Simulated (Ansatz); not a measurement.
The system is InAs.

```
In As
1.0
     0.00000    2.87730    2.87730
     2.87730    0.00000    2.87730
     2.87730    2.87730    0.00000
In As
1 1
Direct
  0.50000 0.50000 0.50000
  0.00000 0.00000 0.00000
```

Measurements of this composition are mostly on another form, of space group No. 216.

Base run:

```yaml
Program: Ansatz 0.2.0
Functional: r2SCAN
Potentials_or_basis: Ansatz PAW
Cutoff: "500 eV (not typed: the program's choice for these potentials)"
k_mesh: 8 × 8 × 8
Occupations: fermi-dirac, width 0.05 eV
Spin: no spin polarisation
```

Its results: band gap on the k mesh none (metal or under the smearing width); pressure -2.4 GPa.

**Question.** The run is repeated on the same cell with these changes: functional from r2SCAN to PBEsol; cutoff from 500 eV (not typed: the program's choice for these potentials) to 420 eV (not typed: the program's choice for these potentials). What comes out?

**Answer.** Band gap on the k mesh none (metal or under the smearing width); pressure -3.3 GPa.

Caveats: spin-orbit coupling is left out, which moves the levels of the heavy elements; the PAW data sets come from PBE, with cores solved anew for the run's functional, which leaves a small shift of forces and pressure.
